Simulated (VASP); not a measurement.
CO2, 6 atoms in the cell. Symmetry: I-42d, No. 122, tetragonal system. Conventional cell: a = 3.967 Å, b = 3.967 Å, c = 5.987 Å, α = 90.00°, β = 90.00°, γ = 90.00°. Around C (site symmetry -4) lie 4 O at 1.40 Å. O (site symmetry 2) has 2 C at 1.40 Å as nearest neighbours. 

* Program: VASP 6.6.1
* Task: dielectric tensor
* Functional: PBE
* Potentials or basis: VASP PAW PBE potentials, release 64 (C, O)
* Cutoff: 600 eV
* k mesh: 12 × 12 × 12
* Occupations: gaussian, width 0.03 eV
* Spin: no spin polarisation
* Further INCAR settings: ALGO = Normal; EDIFF = 1e-08

Potentials or basis: VASP PAW PBE potentials, release 64 (C, O).

The run is started by

```bash
$ cat potpaw_PBE.64/C/POTCAR potpaw_PBE.64/O/POTCAR > POTCAR
$ mpirun -np 2 vasp_std > vasp.out
```

Hardware: 2 MPI ranks on Intel(R) Xeon(R) Platinum 8488C (Sapphire Rapids) (shared host).

Problem. How long does it take, and how much memory?

Solution. Run time: 19 min on 2 MPI ranks on Intel(R) Xeon(R) Platinum 8488C (Sapphire Rapids) (shared host), peak memory 1.1 GiB a rank. Counts: scf iterations 121, k points 163.
